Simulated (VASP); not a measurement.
Runs of VASP 6.6.1 on SnSe. It takes space group Fm-3m (No. 225, cubic). Conventional cell: a = 6.020 Å, b = 6.020 Å, c = 6.020 Å, α = 90.00°, β = 90.00°, γ = 90.00°. Sn (site symmetry m-3m) is surrounded by 6 Se at 3.01 Å. Around Se (site symmetry m-3m) lie 6 Sn at 3.01 Å. The cell was built by a generator and needn't be a form met in nature.

| task | level | potentials or basis | spin | cell | k mesh | cutoff (eV) | pressure (GPa) |
| --- | --- | --- | --- | --- | --- | --- | --- |
| relaxation of cell and atoms | PBEsol | VASP PAW PBE potentials, release 64 (Sn_d, Se) | off | relaxed | 10 × 10 × 10 | 600 | 0.0 |
| band structure | LDA | VASP PAW LDA potentials, release 64 (Sn_d, Se) | off | Fm-3m, 26.35 Å³/atom | 10 × 10 × 10 | 520 | -1.5 |
| band structure | PBEsol | VASP PAW PBE potentials, release 64 (Sn_d, Se) | SOC, no magnetisation | Fm-3m, 26.35 Å³/atom | 6 × 6 × 6 | 520 | (a) |
| band structure | r2SCAN | VASP PAW PBE potentials, release 64 (Sn_d, Se) | off | Fm-3m, 26.35 Å³/atom | 10 × 10 × 10 | 520 | 1.9 |
| band structure | PBEsol | VASP PAW PBE potentials, release 64 (Sn_d, Se) | off | Fm-3m, 26.35 Å³/atom | 10 × 10 × 10 | 520 | 0.0 |

Alike in all rows: smearing gaussian 0.03 eV.

Q: Fill in the values left out.

A: (a) -0.5.

Caveats: the PAW data sets were made with another functional, which shifts forces and pressure a little (some runs).
